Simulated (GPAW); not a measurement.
# InP (F-43m) in GPAW: a series of runs, part 2 of 2

GPAW 26.7.0.

### 4 Single point, PBE

run.py reads:

```python
from ase.dft.bandgap import bandgap
from ase.io import read, write
from ase.units import GPa
from gpaw import GPAW, PW

atoms = read('POSCAR')

calc = GPAW(mode=PW(600),
            xc='PBE',
            kpts={'size': (3, 3, 3), 'gamma': True},
            occupations={'name': 'fermi-dirac', 'width': 0.05},
            nbands=18,
            convergence={'density': 1e-05, 'energy': 1e-05},
            maxiter=80,
            txt='gpaw.txt')
atoms.calc = calc
energy = atoms.get_potential_energy()
forces = atoms.get_forces()
stress = atoms.get_stress()
calc.write('gs.gpw')
write('result.traj', atoms)
print(f'Energy: {energy:.6f} eV')
print('Forces (eV/A):')
print(forces.round(4))
print('Stress (GPa):', (stress / GPa).round(3))
print('Fermi level:', round(calc.get_fermi_level(), 4), 'eV')
print(f'Gap: {bandgap(calc)[0]:.4f} eV, direct: {bandgap(calc, direct=True)[0]:.4f} eV')
```

POSCAR reads:

```
InP
1.0
    0.0000000000      2.9305000000      2.9305000000
    2.9305000000      0.0000000000      2.9305000000
    2.9305000000      2.9305000000      0.0000000000
In P
1 1
Direct
    0.0000000000      0.0000000000      0.0000000000
    0.7500000000      0.7500000000      0.7500000000
```

Potentials or basis: GPAW PAW data sets (gpaw-data 1.2.1), pw.

Launch:

```console
$ OMP_NUM_THREADS=1 python run.py
```

gpaw.txt:

```text
__  _  _
 | _ |_)|_||  |
 |__||  | ||/\| - 26.7.0

Input parameters:
  mode=PW(ecut=600.0),
  convergence={'density': 1e-05, 'energy': 1e-05},
  kpts=MonkhorstPack(size=(3, 3, 3), gamma=True),
  maxiter=80,
  nbands=18,
  occupations=Occupations(name='fermi-dirac', width=0.05),
  xc=XC(name='PBE')

Diagonalizing LCAO Hamiltonian
Converting LCAO to pw mode

                     P

       In

Atoms  # Å, Bohr magnetons
|   | symbol |        x |        y |        z |    initial magnetic moments |
|---|--------|----------|----------|----------|-----------------------------|
| 0 |     In | 0.000000 | 0.000000 | 0.000000 | ( 0.0000,  0.0000,  0.0000) |
| 1 |      P | 4.395750 | 4.395750 | 4.395750 | ( 0.0000,  0.0000,  0.0000) |

Unit cell  # Å
| periodic |        x |        y |        z |  lengths |    angles |
|----------|----------|----------|----------|----------|-----------|
|      yes | 0.000000 | 2.930500 | 2.930500 | 4.144353 | 60.000000 |
|      yes | 2.930500 | 0.000000 | 2.930500 | 4.144353 | 60.000000 |
|      yes | 2.930500 | 2.930500 | 0.000000 | 4.144353 | 60.000000 |

Number of symmetries: 24
Symmetry operations  # r_c * U_cc + t_c -> r_c
|    | kind |            matrix            |
|----|------|------------------------------|
|  0 |  E   |  1, 0, 0,  0, 1, 0,  0, 0, 1 |
|  1 |  σ   |  1, 0, 0,  0, 0, 1,  0, 1, 0 |
|  2 |  σ   |  1, 0,-1,  0, 1,-1,  0, 0,-1 |
|  3 |  C3  |  1, 0,-1,  0, 0,-1,  0, 1,-1 |
|  4 |  C3  |  1,-1, 0,  0,-1, 1,  0,-1, 0 |
|  5 |  σ   |  1,-1, 0,  0,-1, 0,  0,-1, 1 |
|  6 |  σ   |  0, 1, 0,  1, 0, 0,  0, 0, 1 |
|  7 |  C3  |  0, 1, 0,  0, 0, 1,  1, 0, 0 |
|  8 |  C2  |  0, 1,-1,  1, 0,-1,  0, 0,-1 |
|  9 |  S4  |  0, 1,-1,  0, 0,-1,  1, 0,-1 |
| 10 |  C3  |  0, 0, 1,  1, 0, 0,  0, 1, 0 |
| 11 |  σ   |  0, 0, 1,  0, 1, 0,  1, 0, 0 |
| 12 |  S4  |  0, 0,-1,  1, 0,-1,  0, 1,-1 |
| 13 |  C3  |  0, 0,-1,  0, 1,-1,  1, 0,-1 |
| 14 |  S4  |  0,-1, 1,  1,-1, 0,  0,-1, 0 |
| 15 |  C2  |  0,-1, 1,  0,-1, 0,  1,-1, 0 |
| 16 |  C3  |  0,-1, 0,  1,-1, 0,  0,-1, 1 |
| 17 |  S4  |  0,-1, 0,  0,-1, 1,  1,-1, 0 |
| 18 |  S4  | -1, 1, 0, -1, 0, 1, -1, 0, 0 |
| 19 |  C3  | -1, 1, 0, -1, 0, 0, -1, 0, 1 |
| 20 |  C3  | -1, 0, 1, -1, 1, 0, -1, 0, 0 |
| 21 |  S4  | -1, 0, 1, -1, 0, 0, -1, 1, 0 |
| 22 |  σ   | -1, 0, 0, -1, 1, 0, -1, 0, 1 |
| 23 |  C2  | -1, 0, 0, -1, 0, 1, -1, 1, 0 |

BZ-sampling:
  Number of BZ points: 27
  Number of IBZ points: 4

  Monkhorst-Pack size: [3, 3, 3]
  Monkhorst-Pack shift: [0, 0, 0]

K-points  # in reciprocal-cell coordinates
|   |                                coordinates |     weight |
|---|--------------------------------------------|------------|
| 0 | (  0.00000000,   0.00000000,   0.00000000) | 0.03703704 |
| 1 | (  0.33333333,   0.33333333,  -0.33333333) | 0.44444444 |
| 2 | (  0.33333333,   0.33333333,   0.00000000) | 0.22222222 |
| 3 | (  0.33333333,   0.33333333,   0.33333333) | 0.29629630 |

Plane wave coefficients: 1687
Cutoff: 600.0 eV

Spin-components: 1 (collinear spins)
Bands:           18
Projectors:      11
Spin-degeneracy: 2
Datatype:        complex128

Parallelization:
  kpt:    1
  domain: 1
  band:   1

Density:
  Valence electrons: 18.0
  Components: 1
  Grid points: [24 24 24]
  Charge: 0.0  # |e|

Potential:
  Grid points: [24 24 24]

species:
  In:
    name:    Indium
    Z:       49.0
    valence: 13
    core:    36
    charge:  0.0  # [|e|]
    compensation charges:
      type: gauss
      rc: 0.36  # [Å]
      lmax: 2
    cutoffs:
      filter: 2.09  # [Å]
      core: 2.48  # [Å]
    projectors
    | kind |    occ | energy [eV] | rcut [Å] |
    |------|--------|-------------|----------|
    |   5s |  2.000 |      -8.203 |    1.185 |
    |   5p |  1.000 |      -2.521 |    1.244 |
    |   4d | 10.000 |     -18.629 |    1.148 |
    |    s |        |      19.008 |    1.185 |
    |    p |        |      24.691 |    1.244 |
    |    d |        |       8.583 |    1.148 |

    Using partial waves for In as LCAO basis

  P:
    name:    Phosphorus
    Z:       15.0
    valence: 5
    core:    10
    charge:  0.0  # [|e|]
    compensation charges:
      type: gauss
      rc: 0.30  # [Å]
      lmax: 2
    cutoffs:
      filter: 1.69  # [Å]
      core: 1.81  # [Å]
    projectors
    | kind |    occ | energy [eV] | rcut [Å] |
    |------|--------|-------------|----------|
    |   3s |  2.000 |     -13.968 |    0.953 |
    |   3p |  3.000 |      -5.506 |    0.953 |
    |    s |        |      13.244 |    0.953 |
    |    p |        |      21.705 |    0.953 |
    |    d |        |       0.000 |    0.953 |

    Using partial waves for P as LCAO basis

Reference energy: -169278.333319  # eV

eigensolver:
  PPCG
  Converge bands: occupied
  niter=2

density mixing:
  MSR1-Mixer
  Pratt-step length: 0.05
  Maximum mixing coefficient: 0.75
  Old densities: 10
  SVD Regularization: 0.005
  Good broyden scale: 1.0
  Trust region scale: 1.0
  Backstep threshold: 4.0
  History deletion threshold: 6.0
  Fourier metric: weight=20.0, sigma=0.015

occupation numbers:
  Fermi-Dirac:
    width: 0.0500  # eV

poisson solver:
  ecut: 4800.0  # eV

xc functional:
  name: PBE with 2 nearest neighbor stencil

convergence criteria:
- Maximum integral of absolute [dens]ity change: 1e-05 electrons / valence electron
- Maximum [total energy] change in last 3 cyles: 1e-05 eV / valence electron
- Maximum integral of absolute [eigenst]ate change: 4e-08 eV^2 / valence electron
maximum number of iterations: 80

SCF iterations
|iter     | |      energy | eigst |  dens |
|---------|-|-------------|-------|-------|
|iter:   1| |   -8.660519 | -0.27 |       |
|iter:   2| |   -8.564696 | -2.21 | -1.07 |
|iter:   3| |   -8.214948 | -1.66 | -1.11 |
|iter:   4| |   -8.216234 | -3.11 | -1.71 |
|iter:   5| |   -8.216650 | -3.88 | -2.20 |
|iter:   6| |   -8.216720 | -5.33 | -2.96 |
|iter:   7| |   -8.216729c| -6.38 | -3.48 |
|iter:   8| |   -8.216729c| -7.85c| -4.52 |
|iter:   9| |   -8.216729c| -8.08c| -5.19c|

Converged in 9 steps
Energy contributions relative to reference atoms: (reference = -169278.333319)

Energy contributions:
  Kinetic:          23.397477
  Coulomb:         -20.736351
  Zero:              0.123575
  External:          0.000000
  Xc:              -11.001373
  Entropy:          -0.000115
  Spinorbit:         0.000000
  ----------------------------
  Free energy:      -8.216786
  Extrapolated:     -8.216729

dipole moment: (-16.954628, -16.954628, -16.954628)  # |e|*Ang

Fermi level: 5.404
Eigenvalues  # (at kpt = [0.000, 0.000, 0.000])
| band index |      eig [eV] | occ [0-2] |
|------------|---------------|-----------|
|          0 |        -9.190 |     2.000 |
|          1 |        -9.190 |     2.000 |
|          2 |        -9.190 |     2.000 |
|          3 |        -9.041 |     2.000 |
|          4 |        -9.041 |     2.000 |
|          5 |        -6.498 |     2.000 |
[... 10 lines left out ...]
|         16 |        16.170 |     0.000 |
|         17 |        16.170 |     0.000 |

Gap: 0.676 eV
Transition (v -> c):
  (s=0, k=0, n=8, [0.00, 0.00, 0.00]) -> (s=0, k=0, n=9, [0.00, 0.00, 0.00])
No difference between direct/indirect transitions

Forces  # eV/Ang
|        x |       y |        z |
|----------|---------|----------|
|  0.00000 | 0.00000 | -0.00000 |  # In   0
| -0.00000 | 0.00000 |  0.00000 |  # P    1

Stress tensor  # eV/Ang^3
|         x |         y |         z |
|-----------|-----------|-----------|
| -0.024346 | -0.000000 |  0.000000 |
| -0.000000 | -0.024346 | -0.000000 |
|  0.000000 | -0.000000 | -0.024346 |

# Writing to gs.gpw (mode='')
```

It took 4 s on 1 thread of Arm Neoverse V1, shared host; peak memory 0.14 GiB.

These settings aren't checked as converged: the numbers below hold their error.

What came out:

- Free energy: -8.2168 eV
- Pressure: 3.9 GPa
- Band gap on the k mesh: 0.68 eV, direct

Caveat: the k mesh is coarse (spacing up to 0.62 Å⁻¹), so the values aren't converged; spin-orbit coupling is left out, which moves the levels of the heavy elements.
